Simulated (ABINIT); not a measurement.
**Quasiparticle gap of RbBr (Fm-3m) in ABINIT**

How does a plane-wave GW calculation on RbBr (Fm-3m) run from the first input to the gap?

Program: ABINIT 10.8.3. Level of theory: PBE and many-body steps on it, plane waves. Results are calculated unless marked as measured.

The database entry behind the starting cell differs from later determinations by our own check (about 0.5 % short), so it need not match the best structure at ambient conditions.

**1. Set-up**

The structure is cubic, space group Fm-3m (No. 225). The conventional cell has a = 6.854 Å, b = 6.854 Å, c = 6.854 Å, α = 90.00°, β = 90.00°, γ = 90.00°. Nearest to Rb lie 6 Br at 3.43 Å. Nearest to Br lie 6 Rb at 3.43 Å. Farther neighbours and most contacts between anions are not listed.

The cell and positions come from the Crystallography Open Database and are kept as given unless a step says otherwise.

**2. Ground state**

This step: ABINIT 10.8.3; DFT, PBE with spin-orbit coupling, plane waves, norm-conserving pseudopotentials.

The ground-state density comes first.

File run.abi:

```
acell 3*1.0 Angstrom
rprim 
  0.000000000000 3.427000000000 3.427000000000
  3.427000000000 0.000000000000 3.427000000000
  3.427000000000 3.427000000000 -0.000000000000
ntypat 2
znucl 37 35
natom 2
typat 1 2
xred 
  0.000000000000 0.000000000000 0.000000000000
  0.500000000000 0.500000000000 0.500000000000
pp_dirpath "pseudos"
pseudos "Rb.upf, Br.upf"
ecut 19
nspinor 2
ngkpt 4 4 4
nshiftk 1
shiftk 0 0 0
kptopt 1
chksymbreak 0
nband 26
occopt 1
tolvrs 1e-10
nstep 60
prtwf 0
optforces 0
optstress 0
indata_prefix "in"
outdata_prefix "out"
tmpdata_prefix "tmp"
```

The run is started by

```
OMP_NUM_THREADS=1 mpirun -n 4 abinit run.abi > log
```

Numbers of over 12 decimals in the logs are rounded to 6 here.

Output:

```text
.Version 10.8.3 of ABINIT. v10.8.2 released Aug 2026.

 Symmetries : space group Fm -3 m (#225); Bravais cF (face-center cubic)
================================================================================
 Values of the parameters that define the memory need of the present run
     intxc =       0    ionmov =       0      iscf =       7    lmnmax =      17
     lnmax =      17     mgfft =      36  mpssoang =       5    mqgrid =    3001
     natom =       2  nloc_mem =       1    nspden =       1   nspinor =       2
    nsppol =       1      nsym =      48    n1xccc =    2501    ntypat =       2
    occopt =       1   xclevel =       2
-    mband =          26        mffmem =           1         mkmem =           2
       mpw =        2180          nfft =       46656          nkpt =           8
================================================================================
  Rough estimation (10% accuracy) of disk space for files :
================================================================================

--------------------------------------------------------------------------------
------------- Echo of variables that govern the present computation ------------
--------------------------------------------------------------------------------
 -outvars: echo values of preprocessed input variables --------
            acell      1.8897261259E+00  1.8897261259E+00  1.8897261259E+00 Bohr

      chksymbreak           0
             ecut      1.90000000E+01 Hartree
-          fftalg         312

              ixc     -101130
              kpt      0.00000000E+00  0.00000000E+00  0.00000000E+00
                       2.50000000E-01  0.00000000E+00  0.00000000E+00
                       5.00000000E-01  0.00000000E+00  0.00000000E+00
                       2.50000000E-01  2.50000000E-01  0.00000000E+00
                       5.00000000E-01  2.50000000E-01  0.00000000E+00
                      -2.50000000E-01  2.50000000E-01  0.00000000E+00
                       5.00000000E-01  5.00000000E-01  0.00000000E+00
                      -2.50000000E-01  5.00000000E-01  2.50000000E-01
         kptrlatt        4    0    0      0    4    0      0    0    4
          kptrlen      3.66343053E+01
P           mkmem           2
            natom           2
            nband          26
            ngfft          36      36      36
             nkpt           8
          nspinor           2
            nstep          60
             nsym          48
           ntypat           2
              occ      1.000000  1.000000  1.000000  1.000000  1.000000  1.000000
                       1.000000  1.000000  1.000000  1.000000  1.000000  1.000000
                       1.000000  1.000000  1.000000  1.000000  0.000000  0.000000
                       0.000000  0.000000  0.000000  0.000000  0.000000  0.000000
                       0.000000  0.000000
        optforces           0
        optstress           0
            prtwf           0
            rprim      0.0000000000E+00  3.4270000000E+00  3.4270000000E+00
                       3.4270000000E+00  0.0000000000E+00  3.4270000000E+00
                       3.4270000000E+00  3.4270000000E+00 -0.0000000000E+00
          spgroup         225

           tolvrs      1.00000000E-10

             xred      0.0000000000E+00  0.0000000000E+00  0.0000000000E+00
                       5.0000000000E-01  5.0000000000E-01  5.0000000000E-01
            znucl       37.00000   35.00000

================================================================================

 chkinp: Checking input parameters for consistency.

================================================================================
== DATASET  1 ==================================================================
-   mpi_nproc: 4, omp_nthreads: 1 (-1 if OMP is not activated)

--- !DatasetInfo
iteration_state: {dtset: 1, }
dimensions: {natom: 2, nkpt: 8, mband: 26, nsppol: 1, nspinor: 2, nspden: 1, mpw: 2180, }
cutoff_energies: {ecut:  19.0, pawecutdg:  -1.0, }
electrons: {nelect:   1.60000000E+01, charge:   0.00000000E+00, occopt:   1.00000000E+00, tsmear:   1.00000000E-02, }

 Real(R)+Recip(G) space primitive vectors, cartesian coordinates (Bohr,Bohr^-1):
 R(1)=  0.0000000  6.4760914  6.4760914  G(1)= -0.0772071  0.0772071  0.0772071
 R(2)=  6.4760914  0.0000000  6.4760914  G(2)=  0.0772071 -0.0772071  0.0772071
 R(3)=  6.4760914  6.4760914  0.0000000  G(3)=  0.0772071  0.0772071 -0.0772071
 Unit cell volume ucvol=  5.4321144E+02 bohr^3
 Angles (23,13,12)=  6.00000000E+01  6.00000000E+01  6.00000000E+01 degrees

 getcut: wavevector=  0.0000  0.0000  0.0000  ngfft=  36  36  36
         ecut(hartree)=     19.000   => boxcut(ratio)=   2.00324

--- Pseudopotential description ------------------------------------------------
- Rb Generated using ONCVPSP code by D. R. Hamann
- 37.00000   9.00000  180418                  znucl, zion, pspdat
12 -101130 2 -1 2308                          pspcod,pspxc,lmax,lloc,mmax
     nproj     2     4     3     0
     spin-orbit psp
        nprojso     4     4     0
  pspatm : epsatm=   34.46105612
         --- l  ekb(1:nproj) -->
             0   -0.468792    8.247800
             1    3.240685   -0.368723    0.000725   -0.000025
             2   -1.026272    0.984798    0.000151
  spin-orbit 1    0.151406   -0.071648    0.010355   -0.000768
  spin-orbit 2   -0.035381    0.013137    0.002870   -0.000993
 pspatm: atomic psp has been read  and splines computed

- Br Generated using ONCVPSP code by D. R. Hamann
- 35.00000   7.00000  180423                  znucl, zion, pspdat
12 -101130 2 -1 1110                          pspcod,pspxc,lmax,lloc,mmax
     nproj     2     3     3     0
     spin-orbit psp
        nprojso     4     4     0
  pspatm : epsatm=   11.65225461
         --- l  ekb(1:nproj) -->
             0    0.878030    8.455347
             1    5.296960    0.884184    0.010490
             2    2.601663    0.386433    0.000588
  spin-orbit 1    0.408712   -0.253934    0.061012   -0.000372
  spin-orbit 2    0.108928   -0.011508    0.005488   -0.000068
 pspatm: atomic psp has been read  and splines computed

   7.37812972E+02                                ecore*ucvol(ha*bohr**3)
--------------------------------------------------------------------------------

_setup2: Arith. and geom. avg. npw (full set) are    2148.172    2148.129

================================================================================

--- !BeginCycle
iteration_state: {dtset: 1, }
solver: {iscf: 7, nstep: 60, nline: 4, wfoptalg: 0, }
tolerances: {tolvrs: 1.00E-10, }

     iter   Etot(hartree)      deltaE(h)  residm     vres2
 ETOT  1  -42.921794752694    -4.292E+01 2.700E-02 5.716E+01
 ETOT  2  -42.940726701471    -1.893E-02 1.058E-02 2.447E+00
 ETOT  3  -42.941119205187    -3.925E-04 2.769E-03 3.744E-01
 ETOT  4  -42.941137974276    -1.877E-05 8.841E-04 3.252E-02
 ETOT  5  -42.941139555718    -1.581E-06 1.278E-03 2.655E-04
 ETOT  6  -42.941139566398    -1.068E-08 4.363E-04 1.996E-06
 ETOT  7  -42.941139566480    -8.264E-11 4.505E-04 1.008E-07
 ETOT  8  -42.941139566490    -9.052E-12 1.442E-04 4.219E-09
 ETOT  9  -42.941139566490    -8.100E-13 1.313E-04 9.868E-11

 At SCF step    9       vres2   =  9.87E-11 < tolvrs=  1.00E-10 =>converged.

--- !ResultsGS
iteration_state: {dtset: 1, }
comment   : Summary of ground state results
lattice_vectors:
- [  0.0000000,   6.4760914,   6.4760914, ]
- [  6.4760914,   0.0000000,   6.4760914, ]
- [  6.4760914,   6.4760914,  -0.0000000, ]
lattice_lengths: [   9.15858,    9.15858,    9.15858, ]
lattice_angles: [ 60.000,  60.000,  60.000, ] # degrees, (23, 13, 12)
lattice_volume:   5.4321144E+02
convergence: {deltae: -8.100E-13, res2:  9.868E-11, residm:  1.313E-04, diffor:  0.000E+00, }
etotal    :  -4.29411396E+01
entropy   :   0.00000000E+00
fermie    :  -3.22770342E-02
cartesian_stress_tensor: null
pressure_GPa: null
xred      :
- [  0.0000E+00,   0.0000E+00,   0.0000E+00, Rb]
- [  5.0000E-01,   5.0000E-01,   5.0000E-01, Br]
cartesian_forces: null
force_length_stats: {min: null, max: null, mean: null, }

 Integrated electronic density in atomic spheres:
 ------------------------------------------------
 Atom  Sphere_radius  Integrated_density
    1        2.00000          6.03906754
    2        2.00000          4.25620614
================================================================================

 ----iterations are completed or convergence reached----

 Mean square residual over all n,k,spin=   15.061E-07; max=  13.132E-05
 reduced coordinates (array xred) for    2 atoms
       0.000000000000      0.000000000000      0.000000000000
       0.500000000000      0.500000000000      0.500000000000
 rms dE/dt=  0.0000E+00; max dE/dt=  0.0000E+00; dE/dt below (all hartree)
    1       0.000000000000      0.000000000000      0.000000000000
    2       0.000000000000      0.000000000000      0.000000000000

 cartesian coordinates (angstrom) at end:
    1      0.000000     0.000000     0.000000
    2      3.427000     3.427000     3.427000
 length scales=  1.889726125908  1.889726125908  1.889726125908 bohr
              =  1.000000000000  1.000000000000  1.000000000000 angstroms
 prteigrs : about to open file out_EIG
 Fermi (or HOMO) energy (hartree) =  -0.03228   Average Vxc (hartree)=  -0.27162
 Eigenvalues (hartree) for nkpt=   8  k points:
 kpt#   1, nband= 26, wtk=  0.01563, kpt=  0.0000  0.0000  0.0000 (reduced coord)
  -0.93537   -0.93537   -0.48576   -0.48576   -0.37211   -0.37211   -0.33988   -0.33988
  -0.33988   -0.33988   -0.05050   -0.05050   -0.03228   -0.03228   -0.03228   -0.03228
   0.12215    0.12215    0.22924    0.22924    0.22924    0.22924    0.22978    0.22978
   0.26211    0.26211
 prteigrs : prtvol=0 or 1, do not print more k-points.

--- !EnergyTerms
iteration_state     : {dtset: 1, }
comment             : Components of total free energy in Hartree
kinetic             :  1.16843083669758E+01
hartree             :  7.37897673939392E+00
xc                  : -1.22978562958077E+01
Ewald energy        : -2.83094525709479E+01
psp_core            :  1.35824268704818E+00
local_psp           : -2.38246754071542E+01
non_local_psp       :  1.06931691400159E+00
total_energy        : -4.29411395664903E+01
total_energy_eV     : -1.16848793458635E+03
band_energy         : -5.27019757251597E+00

== END DATASET(S) ==============================================================
================================================================================

 -outvars: echo values of variables after computation  --------
           etotal     -4.2941139566E+01
            nband          26
             nkpt           8
          spgroup         225
 [... the other variables as echoed above ...]

 Calculation completed.
```

It took 12 s on 4 MPI ranks of Arm Neoverse V1, shared host; peak memory 0.28 GiB; 50 s of CPU time.

This step gave:

- total energy: -1168.4879 eV
- gap: 4.202 eV
- k of the valence top: 0, 0, 0
- k of the conduction bottom: 0, 0, 0
- least direct gap: 4.202 eV

The gap is direct, at Γ.

**3. Bands along the symmetry lines**

The cheap functional maps the bands first; the places of the edges decide which points the dearer methods must see.

File run.abi:

```
acell 3*1.0 Angstrom
rprim 
  0.000000000000 3.427000000000 3.427000000000
  3.427000000000 0.000000000000 3.427000000000
  3.427000000000 3.427000000000 -0.000000000000
ntypat 2
znucl 37 35
natom 2
typat 1 2
xred 
  0.000000000000 0.000000000000 0.000000000000
  0.500000000000 0.500000000000 0.500000000000
pp_dirpath "pseudos"
pseudos "Rb.upf, Br.upf"
ecut 19
nspinor 2
iscf -2
irdden 1
kptopt 0
nkpt 26
kpt 
  0.00000000 0.00000000 0.00000000
  0.12500000 0.00000000 0.12500000
  0.25000000 0.00000000 0.25000000
  0.37500000 0.00000000 0.37500000
  0.50000000 0.00000000 0.50000000
  0.53125000 0.06250000 0.53125000
  0.56250000 0.12500000 0.56250000
  0.59375000 0.18750000 0.59375000
  0.62500000 0.25000000 0.62500000
  0.37500000 0.37500000 0.75000000
  0.28125000 0.28125000 0.56250000
  0.18750000 0.18750000 0.37500000
  0.09375000 0.09375000 0.18750000
  0.00000000 0.00000000 0.00000000
  0.12500000 0.12500000 0.12500000
  0.25000000 0.25000000 0.25000000
  0.37500000 0.37500000 0.37500000
  0.50000000 0.50000000 0.50000000
  0.50000000 0.43750000 0.56250000
  0.50000000 0.37500000 0.62500000
  0.50000000 0.31250000 0.68750000
  0.50000000 0.25000000 0.75000000
  0.50000000 0.18750000 0.68750000
  0.50000000 0.12500000 0.62500000
  0.50000000 0.06250000 0.56250000
  0.50000000 0.00000000 0.50000000
istwfk *1
nband 32
nbdbuf 6
tolwfr 1e-08
nstep 40
prtwf 0
prtvol 0
indata_prefix "in"
outdata_prefix "out"
tmpdata_prefix "tmp"
```

Output:

```text
.Version 10.8.3 of ABINIT. v10.8.2 released Aug 2026.

 Symmetries : space group Fm -3 m (#225); Bravais cF (face-center cubic)
[... echo of the input left out ...]
== DATASET  1 ==================================================================
-   mpi_nproc: 4, omp_nthreads: 1 (-1 if OMP is not activated)

--- !DatasetInfo
iteration_state: {dtset: 1, }
dimensions: {natom: 2, nkpt: 26, mband: 32, nsppol: 1, nspinor: 2, nspden: 1, mpw: 2180, }
cutoff_energies: {ecut:  19.0, pawecutdg:  -1.0, }
electrons: {nelect:   1.60000000E+01, charge:   0.00000000E+00, occopt:   1.00000000E+00, tsmear:   1.00000000E-02, }

 Real(R)+Recip(G) space primitive vectors, cartesian coordinates (Bohr,Bohr^-1):
 R(1)=  0.0000000  6.4760914  6.4760914  G(1)= -0.0772071  0.0772071  0.0772071
 R(2)=  6.4760914  0.0000000  6.4760914  G(2)=  0.0772071 -0.0772071  0.0772071
 R(3)=  6.4760914  6.4760914  0.0000000  G(3)=  0.0772071  0.0772071 -0.0772071
 Unit cell volume ucvol=  5.4321144E+02 bohr^3
 Angles (23,13,12)=  6.00000000E+01  6.00000000E+01  6.00000000E+01 degrees

 getcut: wavevector=  0.0000  0.0000  0.0000  ngfft=  36  36  36
         ecut(hartree)=     19.000   => boxcut(ratio)=   2.00324

--- Pseudopotential description ------------------------------------------------
- Rb Generated using ONCVPSP code by D. R. Hamann
- 37.00000   9.00000  180418                  znucl, zion, pspdat
12 -101130 2 -1 2308                          pspcod,pspxc,lmax,lloc,mmax
     nproj     2     4     3     0
     spin-orbit psp
        nprojso     4     4     0
  pspatm : epsatm=   34.46105612
         --- l  ekb(1:nproj) -->
             0   -0.468792    8.247800
             1    3.240685   -0.368723    0.000725   -0.000025
             2   -1.026272    0.984798    0.000151
  spin-orbit 1    0.151406   -0.071648    0.010355   -0.000768
  spin-orbit 2   -0.035381    0.013137    0.002870   -0.000993
 pspatm: atomic psp has been read  and splines computed

- Br Generated using ONCVPSP code by D. R. Hamann
- 35.00000   7.00000  180423                  znucl, zion, pspdat
12 -101130 2 -1 1110                          pspcod,pspxc,lmax,lloc,mmax
     nproj     2     3     3     0
     spin-orbit psp
        nprojso     4     4     0
  pspatm : epsatm=   11.65225461
         --- l  ekb(1:nproj) -->
             0    0.878030    8.455347
             1    5.296960    0.884184    0.010490
             2    2.601663    0.386433    0.000588
  spin-orbit 1    0.408712   -0.253934    0.061012   -0.000372
  spin-orbit 2    0.108928   -0.011508    0.005488   -0.000068
 pspatm: atomic psp has been read  and splines computed

--------------------------------------------------------------------------------

================================================================================
 prteigrs : about to open file out_EIG
 Non-SCF case, kpt    1 (  0.00000  0.00000  0.00000), residuals and eigenvalues=
[...]
4.8737E-01  4.9113E-01
 Non-SCF case, kpt    3 (  0.25000  0.00000  0.25000), residuals and eigenvalues=
[...]
4.3697E-01  4.3935E-01
[...]
Non-SCF case, kpt   25 (  0.50000  0.06250  0.56250), residuals and eigenvalues=
[...]
4.1817E-01  4.2374E-01
 Non-SCF case, kpt   26 (  0.50000  0.00000  0.50000), residuals and eigenvalues=
[...]
2.2391E-01  2.2391E-01  2.9998E-01  2.9998E-01  3.0017E-01  3.0017E-01
  3.0875E-01  3.0875E-01  3.5944E-01  3.5944E-01  3.6026E-01  3.6026E-01
  4.1973E-01  4.2057E-01

--- !ResultsGS
iteration_state: {dtset: 1, }
comment   : Summary of ground state results
lattice_vectors:
- [  0.0000000,   6.4760914,   6.4760914, ]
- [  6.4760914,   0.0000000,   6.4760914, ]
- [  6.4760914,   6.4760914,  -0.0000000, ]
lattice_lengths: [   9.15858,    9.15858,    9.15858, ]
lattice_angles: [ 60.000,  60.000,  60.000, ] # degrees, (23, 13, 12)
lattice_volume:   5.4321144E+02
convergence: {deltae:  0.000E+00, res2:  0.000E+00, residm:  9.983E-09, diffor:  0.000E+00, }
etotal    :  -4.29411396E+01
entropy   :   0.00000000E+00
fermie    :  -3.22770342E-02
cartesian_stress_tensor: null
pressure_GPa: null
xred      :
- [  0.0000E+00,   0.0000E+00,   0.0000E+00, Rb]
- [  5.0000E-01,   5.0000E-01,   5.0000E-01, Br]
cartesian_forces: null
force_length_stats: {min: null, max: null, mean: null, }

 Integrated electronic density in atomic spheres:
 ------------------------------------------------
 Atom  Sphere_radius  Integrated_density
    1        2.00000          6.03906754
    2        2.00000          4.25620614
================================================================================

 ----iterations are completed or convergence reached----

 Mean square residual over all n,k,spin=   46.047E-10; max=  99.833E-10
 reduced coordinates (array xred) for    2 atoms
       0.000000000000      0.000000000000      0.000000000000
       0.500000000000      0.500000000000      0.500000000000

 cartesian coordinates (angstrom) at end:
    1      0.000000     0.000000     0.000000
    2      3.427000     3.427000     3.427000
 length scales=  1.889726125908  1.889726125908  1.889726125908 bohr
              =  1.000000000000  1.000000000000  1.000000000000 angstroms
 prteigrs : about to open file out_EIG
 Eigenvalues (hartree) for nkpt=  26  k points:
 kpt#   1, nband= 32, wtk=  1.00000, kpt=  0.0000  0.0000  0.0000 (reduced coord)
[...]
kpt#   2, nband= 32, wtk=  1.00000, kpt=  0.1250  0.0000  0.1250 (reduced coord)
[...]
kpt#   3, nband= 32, wtk=  1.00000, kpt=  0.2500  0.0000  0.2500 (reduced coord)
[...]
kpt#  25, nband= 32, wtk=  1.00000, kpt=  0.5000  0.0625  0.5625 (reduced coord)
[...]
kpt#  26, nband= 32, wtk=  1.00000, kpt=  0.5000  0.0000  0.5000 (reduced coord)
[...]
0.16804    0.16804    0.22391    0.22391    0.29998    0.29998    0.30017    0.30017
   0.30875    0.30875    0.35944    0.35944    0.36026    0.36026    0.41973    0.42057

== END DATASET(S) ==============================================================
================================================================================

 -outvars: echo values of variables after computation  --------
            nband          32
             nkpt          26
          spgroup         225
 [... the other variables as echoed above ...]

 Calculation completed.
```

The job ended after 26 s (4 MPI ranks; peak memory 0.3 GiB; 1.7 min of CPU time).

Numbers from this step:

| Item | Value |
| --- | --- |
| gap | 4.202 eV |
| k of the valence top | 0, 0, 0 |
| k of the conduction bottom | 0, 0, 0 |
| least direct gap | 4.202 eV |

The gap is 4.202 eV, as in the run before at this level.

Electronic bands along the path, in eV, zero at the top of the highest filled band; v1 is the highest filled band, c1 the lowest empty one:

```tsv
point	v4	v3	v2	v1	c1	c2	c3	c4
Γ	0.00	0.00	0.00	0.00	4.20	4.20	7.12	7.12
halfway	-0.34	-0.34	-0.10	-0.10	5.56	5.56	6.08	6.08
X	-0.37	-0.37	-0.16	-0.16	5.45	5.45	6.97	6.97
halfway	-0.41	-0.41	-0.23	-0.23	5.65	5.65	7.24	7.24
U	-0.49	-0.49	-0.33	-0.33	6.18	6.18	7.95	7.95
jump to K	-0.49	-0.49	-0.33	-0.33	6.18	6.18	7.95	7.95
halfway	-0.45	-0.45	-0.21	-0.21	5.87	5.87	6.82	6.82
Γ	0.00	0.00	0.00	0.00	4.20	4.20	7.12	7.12
halfway	-0.38	-0.38	-0.19	-0.19	5.47	5.47	6.99	6.99
L	-0.60	-0.60	-0.37	-0.37	6.65	6.65	7.56	7.56
halfway	-0.55	-0.55	-0.36	-0.36	6.81	6.81	7.25	7.25
W	-0.45	-0.45	-0.39	-0.39	6.91	6.91	6.94	6.94
halfway	-0.43	-0.43	-0.27	-0.27	5.85	5.85	7.44	7.44
X	-0.37	-0.37	-0.16	-0.16	5.45	5.45	6.97	6.97
```

[end of part 1 of 2]

[Paths, hosts, dates, memory and timing lines, banners, echoed tables and standing remarks are left out of the program output.]

[Logs are printed without paths, hosts, clocks, repeated set-up lines and the standing remarks that a program may print on its own settings, such as how far it seeks lower states.]

[Runs of the session that timed out or met a known fault of the program may be left out.]

[Hosts, paths, dates, database ids (printed as entryN), source tags and the programs' standing remarks are cut or masked in the printed files.]

[G0W0 gaps are taken among the corrected bands and points alone; a level outside them can change the order at an edge.]

[Where Ansatz stands beside ABINIT at settings called matched, ABINIT's density can come from a denser mesh and the files from another edition; pairs whose starting gaps differed by over 0.03 eV were left out, so agreement reads better than it is.]
